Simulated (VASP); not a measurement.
Set up this calculation in VASP 6.6.1, as the native input.

| Property | Result |
| --- | --- |
| Task | single point |
| Functional | PBE |
| Potentials or basis | VASP PAW PBE potentials, release 64 (Ni, Si) |
| Cutoff | 520 eV |
| k mesh | 6 × 6 × 6 |
| Occupations | fermi-dirac, width 0.05 eV |
| Spin | collinear spin, ferromagnetic start |
| Starting moments | [1.0, 1.0, 1.0, 1.0, 0.0, 0.0, 0.0, 0.0] μB |
| Further INCAR settings | ALGO = Normal; EDIFF = 1e-07; NBANDS = 42 |

The structure of SiNi lies in POSCAR:

```
SiNi
1.0
    4.5036940000      0.0000000000      0.0000000000
    0.0000000000      4.5036940000      0.0000000000
    0.0000000000      0.0000000000      4.5036940000
Ni Si
4 4
Direct
    0.1495040000      0.1495040000      0.1495040000
    0.6495040000      0.3504960000      0.8504960000
    0.8504960000      0.6495040000      0.3504960000
    0.3504960000      0.8504960000      0.6495040000
    0.8468300000      0.8468300000      0.8468300000
    0.3468300000      0.6531700000      0.1531700000
    0.1531700000      0.3468300000      0.6531700000
    0.6531700000      0.1531700000      0.3468300000
```

The cell is a database's computed one.

One way to write it, as run:

INCAR

```
PREC     = Accurate       # precision mode
ENCUT    = 520            # plane-wave cutoff, eV
EDIFF    = 1E-7           # SCF threshold, eV
ISMEAR   = -1             # smearing method
SIGMA    = 0.05           # smearing width, eV
LREAL    = False          # projectors in reciprocal space
LASPH    = True           # aspherical terms in the spheres
NELM     = 100            # most SCF steps
ALGO     = Normal         # electronic algorithm
ISIF     = 2              # what is computed and relaxed
LWAVE    = False          # write WAVECAR
LCHARG   = False          # write CHGCAR
ISPIN    = 2              # spin polarisation
MAGMOM   = 1 1 1 1 0 0 0 0 # initial moments
LORBIT   = 11             # projections on sites
LMAXMIX  = 4              # l up to which the mixer works
GGA      = PE             # functional
NBANDS   = 42             # bands
```

KPOINTS

```
Automatic mesh
0
Gamma
  6 6 6
```

Potentials or basis: VASP PAW PBE potentials, release 64 (Ni, Si).

Command:

```console
$ cat potpaw_PBE.64/Ni/POTCAR potpaw_PBE.64/Si/POTCAR > POTCAR
$ mpirun -np 1 vasp_std > vasp.out
```

It gave:

```
Pressure                                              : 1.8 GPa
Largest force                                         : 0.030 eV/Å
Band gap on the k mesh                                : none (metal or under the smearing width)
Net moment                                            : 0.00 μB per cell
Valence electrons inside the program's atomic spheres : Ni 9.55; Si 1.58
```

Run time: 3.3 min on 1 thread of Intel(R) Xeon(R) Platinum 8488C (Sapphire Rapids) (shared host), peak memory 0.3 GiB.
